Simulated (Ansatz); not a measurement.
# As (P-1) in Ansatz: a series of runs

The runs below take As through single point, with HSE06 form with a typed share of exact exchange.

Program: Ansatz 0.2.0. These are calculated values, not measurements. Logs are shortened: lines on timing, memory, paths and dates and some standing lists are left out, and cuts for length are marked.

**1. The cell of the first run**

The typed cell holds 1 atom: a = 2.999 Å, b = 2.598 Å, c = 2.582 Å, α = 78.73°, β = 76.84°, γ = 93.49°.

**2. Single point, HSE06 form with a typed share of exact exchange (cell sheared at random, sigma 0.1, atoms nudged by 0.01 Å)**

Input file input:

```
crystal:
  lattice:
    - [2.9794804, -0.10061659, 0.32377096]
    - [-0.10061659, 2.58301288, 0.26188432]
    - [0.32377096, 0.26188432, 2.54855196]
  atoms:
    - { symbol: As, position: [0.5, 0.5, 0.5] }
hamiltonian:
  xc: { exchange: pbe, correlation: pbe, exx: { coeff: 0.05, omega: 0.2 } }
  pseudopotentials: { kind: paw }
kpoints:
  mp_grid: { grid: [5, 5, 6] }
scf:
  occupations: { method: fermi_dirac, width: 0.05 }
output:
  forces: true
  stress: true
  eigenvalues: true
```

Potentials or basis: Ansatz PAW.

Standard output:

```text
Warning: output.stress: scf.convergence.dr2_threshold = 1e-7 eV (the SCF's general default) is looser than the 1e-10 eV advised for a printed stress (1e-10 eV for each atom of the cell: 1). What an SCF threshold leaves in a stress goes as its square root, and in the free energy as the threshold itself, and one threshold admits the most on a small cell: of the crystals measured, under no hybrid functional and no lock of the moments, on runs that ended without the residual-converged pass, on stresses that held no estimate of that error, the worst erred by over 100 MPa in a component at 1e-7 eV an atom and by under 5 at 1e-10. Set scf.convergence.dr2_threshold to 1e-10 eV or tighter. The threshold is an SCF's pass mark: one that does not reach it within its budget of iterations ends unconverged, or closes short of it on a stop that the run arms, and scf.convergence.dr2_threshold's page says what that costs each kind of run
Warning: output.stress: scf.exx.energy_threshold = 1e-6 eV is looser than the 1e-8 eV advised for a stress under a hybrid functional (1e-8 eV for each atom of the cell: 1). Every SCF of the exchange loop can meet its threshold on dr2 while the loop round them stops early: no threshold on dr2 bounds what that leaves in the stress. Set scf.exx.energy_threshold to 1e-8 eV or tighter. The threshold is the loop's pass mark: a loop that does not reach it within its budget of cycles ends unconverged, and scf.exx.energy_threshold's page has the law
GPUs: using 1 of 1 available (devices: 1).
Engine: ansatz 0.2.0, x86_64-unknown-linux-gnu
Pseudopotentials: kind: paw
Pseudopotential: As, paw, valence charge 15, recommended cutoff 420 eV (normal), As.paw.azcp
Functional definition: unnamed
  parameter a_1 = 0.05
  parameter omega_1 = 0.2/angstrom
  exchange = pbe_x + (-a_1)*pbe_x_sr(omega_1) + a_1*exact_x_sr(omega_1)
  correlation = pbe_c
device memory: the entry about to start is reckoned to put 0.6 GiB on a device that reports 66.4 GiB free (of which the cap on the GPU budget leaves the run 18.0 GiB)
GPU FFT provider: cuFFT
GPU libraries: cuBLAS 13.8.2, cuFFT 12.4.0, cuSOLVER 12.3.4
Crystal: 1 atoms, lattice volume = 19.096 Å³
Basis set: ecut = 420 eV, 375 PW (Γ), exchange–correlation on 48×36×36 points (8 copies of the dense FFT grid, shifted against one another)
Bands: 12, of which v1, the nominal top of the filled ones, is band 8 counted from 1 (7 counted from 0)
Symmetry: 2 space group operations
Space group: P-1 (ITA 2), of the structure as read, at distance tolerance 2.7e-5 Å
k-points: 76 of 150
Non-local potential: As, projectors of the file, l = 0: 2, l = 1: 2, l = 2: 3, l = 3: 1
PAW form: soft (Blöchl's): semilocal exchange-correlation on the pseudo side does not see the compensation charge
PAW frozen core: As, regenerated for the run's functional, and the local potential with it (the file was generated under x = pbe(κ = 0.804, μ = 0.2195149727645171), c = pbe(β = 0.06672455060314922))
PAW one-centre angular grid: As, 590 points (default); XC on 64 Gauss nodes
Initial density: superposition of atomic densities (neutral atoms: chi_scale 0, normalization atom), corrected by the library's trained network
Initial wavefunctions: pseudopotential atomic-orbital guess
GPU buffer pool allocated for 7776 grid points (all kernels)
GPU transforms: local potential and band sums: pruned to the plane-wave sphere, on 24×18×18
Functional: x = pbe(κ = 0.804, μ = 0.2195149727645171), c = pbe(β = 0.06672455060314922), warm-up for x = pbe(κ = 0.804, μ = 0.2195149727645171) + 0.05 (exact − pbe) at short range (hse, ω = 0.2 Å⁻¹), c = pbe(β = 0.06672455060314922)
SCF iter   1: F=—  HF=-4855.751113 eV  |F-HF|=—  |Δ(HF+E_count)|=         —  Δρ=1.91e-3  dr2=5.71e-4  ethr=1.77e-3  ⟨swp⟩=7.4  Hψ=3956  notcnv=0
preconditioner: auto → none  [insulator: Δε(μ)=0.126 eV  Ē_g=15.314 eV  σ=0.050 eV  W_gap=0.55  n_scr=6 (ndim 8)  ℏωp=19.0 eV  f_vac=0.000  D(μ)=0.35/eV (n_scr^D=0)]
SCF iter   2: F=—  HF=-4855.751095 eV  |F-HF|=—  |Δ(HF+E_count)|=   1.77e-5  Δρ=8.38e-4  dr2=9.58e-5  ethr=3.81e-6  ⟨swp⟩=4.0  Hψ=1958  notcnv=0  defer=22
iter 3 solved again at ethr=5.30e-9 eV; its pass at ethr=6.39e-7 eV (dr2=7.95e-7 eV) is discarded
SCF iter   3: F=—  HF=-4855.751114 eV  |F-HF|=—  |Δ(HF+E_count)|=   1.85e-5  Δρ=9.60e-5  dr2=8.25e-7  ethr=5.30e-9  ⟨swp⟩=4.0  Hψ=3991  notcnv=0
SCF iter   4: F=—  HF=-4855.751114 eV  |F-HF|=—  |Δ(HF+E_count)|=   6.25e-8  Δρ=4.01e-5  dr2=1.48e-7  ethr=5.30e-9  ⟨swp⟩=3.0  Hψ=2062  notcnv=0
SCF iter   5: F=—  HF=-4855.751114 eV  |F-HF|=—  |Δ(HF+E_count)|=   1.55e-7  Δρ=6.71e-6  dr2=4.05e-9  ethr=9.90e-10  ⟨swp⟩=3.0  Hψ=1629  notcnv=0
SCF iter   6: F=-4855.751114 eV  HF=-4855.751114 eV  |F-HF|=1.00e-11  |Δ(HF+E_count)|=   4.63e-9  Δρ=6.22e-7  dr2=2.81e-11  ethr=2.70e-11  ⟨swp⟩=3.9  Hψ=2183  notcnv=0
SCF 1 converged in 6 iterations: F = -4855.751114 eV  dr2 = 2.81e-11
device memory: the entry about to start is reckoned to put 1.3 GiB on a device that reports 65.6 GiB free (of which the cap on the GPU budget leaves the run 18.0 GiB)
GPU FFT provider: cuFFT
GPU libraries: cuBLAS 13.8.2, cuFFT 12.4.0, cuSOLVER 12.3.4
Initial density: handed on by an earlier stage of this run
Initial wavefunctions: those handed on with the density
GPU buffer pool allocated for 7776 grid points (all kernels)
GPU transforms: local potential and band sums: pruned to the plane-wave sphere, on 24×18×18
Functional: x = pbe(κ = 0.804, μ = 0.2195149727645171) + 0.05 (exact − pbe) at short range (hse, ω = 0.2 Å⁻¹), c = pbe(β = 0.06672455060314922)
Exchange kernel: α = 0.0500, screened, ω = 0.2000 Å⁻¹, Wigner–Seitz truncation, v(0) = 1093.7630 eV·Å³, q-mesh 5×5×6, nearest image of the exchange supercell L = 12.99 Å, pair-density grid 15×12×12, without the augmentation charges, whose exchange is taken in its separable form by FFT convolution over the k-point mesh (sized by the pseudopotential files, 20×18×18 at the most), smooth part of the exact exchange by density-matrix convolution in up to 1.02 GiB of GPU memory as planned if the GPU has room (build and FFT work areas not counted)
Frozen-core exchange: fock
iter 1 solved again at ethr=3.66e-7 eV; its pass at ethr=1.00e-1 eV (dr2=5.49e-5 eV) is discarded
SCF iter   1: F=—  HF=-4855.952885 eV  |F-HF|=—  |Δ(HF+E_count)|=         —  Δρ=1.49e-3  dr2=1.64e-4  ethr=3.66e-7  ⟨swp⟩=5.1  Hψ=5288  notcnv=0
eigensolver tolerance schedule calibrated: the retry pair's looser diagonalisation under-reported the residual by θ = 0.63 (0.12/decade); ethr = c·dr2/N_el runs at the constant in force after the calibration composes with the one it found (an armed cap, an earlier calibration), c = 7.4e-2
preconditioner: auto → none  [insulator: Δε(μ)=0.143 eV  Ē_g=15.619 eV  σ=0.050 eV  W_gap=0.61  n_scr=6 (ndim 8)  ℏωp=19.0 eV  f_vac=0.000  D(μ)=0.31/eV (n_scr^D=0)]
SCF iter   2: F=—  HF=-4855.952603 eV  |F-HF|=—  |Δ(HF+E_count)|=   2.81e-4  Δρ=6.28e-4  dr2=5.21e-5  ethr=3.66e-7  ⟨swp⟩=4.0  Hψ=2424  notcnv=0
SCF iter   3: F=—  HF=-4855.952594 eV  |F-HF|=—  |Δ(HF+E_count)|=   9.73e-6  Δρ=2.35e-4  dr2=4.84e-6  ethr=1.84e-7  ⟨swp⟩=2.0  Hψ=1486  notcnv=0
SCF iter   4: F=—  HF=-4855.952646 eV  |F-HF|=—  |Δ(HF+E_count)|=   5.26e-5  Δρ=4.33e-5  dr2=1.42e-7  ethr=2.10e-8  ⟨swp⟩=2.8  Hψ=1569  notcnv=0  defer=2
SCF iter   5: F=-4855.952646 eV  HF=-4855.952646 eV  |F-HF|=1.45e-9  |Δ(HF+E_count)|=   1.66e-8  Δρ=5.95e-6  dr2=4.12e-9  ethr=6.99e-10  ⟨swp⟩=4.2  Hψ=2927  notcnv=0  defer=2
SCF 2 converged in 5 iterations: F = -4855.952646 eV  dr2 = 4.12e-9
hybrid outer 1: dexx = +2.402e-5 eV, tail = 8.09e-8 eV
GPU FFT provider: cuFFT
GPU libraries: cuBLAS 13.8.2, cuFFT 12.4.0, cuSOLVER 12.3.4
GPU buffer pool allocated for 7776 grid points (all kernels)
GPU transforms: local potential and band sums: pruned to the plane-wave sphere, on 24×18×18
Exchange kernel: α = 0.0500, screened, ω = 0.2000 Å⁻¹, Wigner–Seitz truncation, v(0) = 1093.7630 eV·Å³, q-mesh 5×5×6, nearest image of the exchange supercell L = 12.99 Å, pair-density grid 15×12×12, without the augmentation charges, whose exchange is taken in its separable form by FFT convolution over the k-point mesh (sized by the pseudopotential files, 20×18×18 at the most), smooth part of the exact exchange by density-matrix convolution in up to 1.02 GiB of GPU memory as planned if the GPU has room (build and FFT work areas not counted)
Frozen-core exchange: fock
SCF iter   1: F=—  HF=-4855.952648 eV  |F-HF|=—  |Δ(HF+E_count)|=         —  Δρ=8.42e-6  dr2=5.90e-9  ethr=2.70e-9  ⟨swp⟩=3.9  Hψ=1991  notcnv=0
preconditioner: auto → none  [insulator: Δε(μ)=0.145 eV  Ē_g=15.620 eV  σ=0.050 eV  W_gap=0.61  n_scr=6 (ndim 8)  ℏωp=19.0 eV  f_vac=0.000  D(μ)=0.31/eV (n_scr^D=0)]
SCF iter   2: F=-4855.952648 eV  HF=-4855.952648 eV  |F-HF|=1.31e-10  |Δ(HF+E_count)|=   1.36e-9  Δρ=3.52e-6  dr2=1.13e-9  ethr=3.93e-11  ⟨swp⟩=3.7  Hψ=1892  notcnv=0
SCF 3 converged in 2 iterations: F = -4855.952648 eV  dr2 = 1.13e-9
  Residual-converged pass: ⟨swp⟩=2.6  Hψ=1541  notcnv=0  max |occ|·‖R‖ = 2.4e-6 eV (tolerance 2.4e-6 eV)  dr2=1.13e-9  dr2_onsite=1.71e-9  max |Δocc| = 1.0e-11
hybrid outer 2: dexx = +1.056e-10 eV, tail = 5.77e-9 eV, Δε = 9.20e-5 eV (about 4.91e-5 eV left of the loop's levels)
hybrid SCF converged: 2 outer / 7 inner (+6 warm-up), last move |dexx| = 1.06e-10 eV, tail = 5.77e-9 eV
Stability not checked: this state was not tested for a lower state beside it, because the functional holds exact exchange (a hybrid, or Hartree-Fock), whose exchange loop this test does not read (fock_operator; see scf.lower_state_search)
Free energy (F): -4855.952648 eV
Frozen-core exchange: fock
Harris-Foulkes:  -4855.952648 eV  (|F-HF|=1.31e-10)
Internal energy: -4855.949893 eV  (E = F + TS)
E sigma→0 (E₀):  -4855.951270 eV
Entropy (-TS):   -0.002755 eV (-2.755 meV/atom)
Fermi energy:    12.414932 eV
--- Per-component energies (eV) ---
  E_band       = -216.763554
  E_kinetic    = 103.039178
  E_local      = -1519.718725  (includes V_loc(G=0)·N_el)
  E_nonlocal   = -670.808737
  E_hartree    = 863.045372
  E_xc         = -76.560136
  E_vxc        = -76.639563  (∫ρ·V_xc dr)
  E_exx        = -12.216641  (= α·E_x^exact, valence–valence)
  E_paw        = -1825.332362  (= ΣΔE_a)
  E_vpaw       = 245.708019  (= ΣTr[D̂ρ^β])
  E_aug_tail   = 0.000009  (compensation charges beyond the density's cutoff)
  E_ewald      = -1717.246383
  E_core_change = -0.151469  (= ΣΔE_core)
  E_smearing   = -0.002755  (= −TS)
  E_closure    = 0.000000  (closes the sum)
  Σ components = -4855.952648   (vs F -4855.952648, Δ=9.09e-13)
--- Forces (eV/Å), atoms counted from 1 ---
  atom   1  As     0.00000000     0.00000000     0.00000000
  max |Σ_I F_I| component: 0.00e0 eV/Å
--- Stress (GPa, compression-positive) ---
       -4.382165      -1.709362      -1.393494
       -1.709362      10.590777      -8.177454
       -1.393494      -8.177453      12.775265
  P = ⅓ Tr σ = 6.3280 GPa (63.280 kbar)
--- Band table (eV; the first three rows and the last of 76) ---
  k-point 0: bands = ["-24.6989", "-24.6271", "-24.5478", "-24.5475", "-24.5319", "-3.4790", "13.7741", "18.2255", "19.0852", "19.7283", "23.0535", "25.7450"]
  k-point 1: bands = ["-24.6791", "-24.6131", "-24.5553", "-24.5533", "-24.5349", "-2.8161", "13.6393", "14.5014", "18.6076", "20.1450", "24.7321", "26.6862"]
  k-point 2: bands = ["-24.6647", "-24.5778", "-24.5700", "-24.5554", "-24.5324", "-0.8903", "8.3149", "14.5073", "19.0617", "21.2025", "24.4558", "25.9889"]
  k-point 75: bands = ["-24.6416", "-24.5897", "-24.5675", "-24.5600", "-24.5413", "-0.3072", "6.7660", "14.8290", "16.4922", "23.2127", "25.2845", "29.2545"]
```

Wall time 36 s (1 × NVIDIA H100 80GB HBM3 with 2 threads of AMD EPYC 7R13 (Zen 3), shared host); peak memory 1.6 GiB.

What came out:

```
Free energy            : -4855.9526 eV
Pressure               : 6.3 GPa
Band gap on the k mesh : none (metal or under the smearing width)
```

Levels at points of the mesh, in eV from the Fermi level:
| k point | band 5 | band 6 | band 7 | band 8 | band 9 | band 10 |
| --- | --- | --- | --- | --- | --- | --- |
| (0.00, 0.00, 0.00) | -36.95 | -15.89 | 1.36 | 5.81 | 6.67 | 7.31 |
| (0.00, 0.00, -0.50) | -36.93 | -11.26 | -7.51 | 2.61 | 7.12 | 7.60 |

Caveat: the k mesh is coarse (spacing up to 0.50 Å⁻¹), so the values aren't converged, least of all with exact exchange; the PAW data sets come from PBE, with cores solved anew for the run's functional, which leaves a small shift of forces and pressure; the thresholds are loose for stress.

**3. Single point, HSE06 form with a typed share of exact exchange (cell sheared at random, sigma 0.1, atoms nudged by 0.01 Å)**

Changes to input since step 2:

```diff
@@ -8,3 +8,3 @@
 hamiltonian:
-  xc: { exchange: pbe, correlation: pbe, exx: { coeff: 0.05, omega: 0.2 } }
+  xc: { exchange: pbe, correlation: pbe, exx: { coeff: 0.1, omega: 0.2 } }
   pseudopotentials: { kind: paw }
```

Potentials or basis: Ansatz PAW.

Wall time 59 s (1 × NVIDIA H100 80GB HBM3 with 2 threads of AMD EPYC 7R13 (Zen 3), shared host); peak memory 1.6 GiB.

The run converged. Its results:

- Free energy: -4856.1567 eV
- Pressure: 5.6 GPa
- Band gap on the k mesh: none (metal or under the smearing width)

Stress tensor (GPa, compression positive):
```
-5.00 -1.70 -1.52
-1.70  9.81 -8.48
-1.52 -8.48 12.04
```

Levels at points of the mesh, in eV from the Fermi level:
| k point | band 5 | band 6 | band 7 | band 8 | band 9 | band 10 |
| --- | --- | --- | --- | --- | --- | --- |
| (0.00, 0.00, 0.00) | -37.73 | -16.27 | 1.40 | 5.96 | 6.76 | 7.49 |
| (0.00, 0.00, -0.50) | -37.72 | -11.53 | -7.71 | 2.69 | 7.29 | 7.70 |

Caveat: the k mesh is coarse (spacing up to 0.50 Å⁻¹), so the values aren't converged, least of all with exact exchange; the PAW data sets come from PBE, with cores solved anew for the run's functional, which leaves a small shift of forces and pressure; the thresholds are loose for stress.

**4. Single point, HSE06 form with a typed share of exact exchange (cell sheared at random, sigma 0.1, atoms nudged by 0.01 Å)**

Changes to input since step 3:

```diff
@@ -8,3 +8,3 @@
 hamiltonian:
-  xc: { exchange: pbe, correlation: pbe, exx: { coeff: 0.1, omega: 0.2 } }
+  xc: { exchange: pbe, correlation: pbe, exx: { coeff: 0.15, omega: 0.2 } }
   pseudopotentials: { kind: paw }
```

It took 19 s on 1 × NVIDIA H100 80GB HBM3 with 2 threads of AMD EPYC 7R13 (Zen 3), shared host; peak memory 1.6 GiB.

It converged, with:

| Property | Result |
| --- | --- |
| Free energy | -4856.3633 eV |
| Pressure | 4.9 GPa |
| Band gap on the k mesh | none (metal or under the smearing width) |

Stress tensor (GPa, compression positive):
```
-5.61 -1.69 -1.65
-1.69  9.02 -8.78
-1.65 -8.78 11.31
```

Levels at points of the mesh, in eV from the Fermi level:
| k point | band 5 | band 6 | band 7 | band 8 | band 9 | band 10 |
| --- | --- | --- | --- | --- | --- | --- |
| (0.00, 0.00, 0.00) | -38.52 | -16.64 | 1.45 | 6.10 | 6.84 | 7.66 |
| (0.00, 0.00, -0.50) | -38.50 | -11.79 | -7.92 | 2.76 | 7.47 | 7.80 |

Caveat: the k mesh is coarse (spacing up to 0.50 Å⁻¹), so the values aren't converged, least of all with exact exchange; the PAW data sets come from PBE, with cores solved anew for the run's functional, which leaves a small shift of forces and pressure; the thresholds are loose for stress.

**5. The runs side by side**

| share of exact exchange | gap on the mesh (eV) | pressure (GPa) |
| --- | --- | --- |
| 0.05 | none | 6.3 |
| 0.1 | none | 5.6 |
| 0.15 | none | 4.9 |

Alike in all rows: task single point; level HSE06 form with a typed share of exact exchange; potentials or basis Ansatz PAW; no spin polarisation; cell sheared at random, sigma 0.1, atoms nudged by 0.01 Å; k mesh 5 × 5 × 6; cutoff (eV) 420; smearing fermi-dirac 0.05 eV; the mesh is coarse, so values aren't converged.

Caveats: all runs use coarse meshes; the PAW data sets come from PBE, with cores solved anew for the run's functional, which leaves a small shift of forces and pressure; the thresholds are loose for stress.

Absolute energies hang on the potentials; compare differences alone.
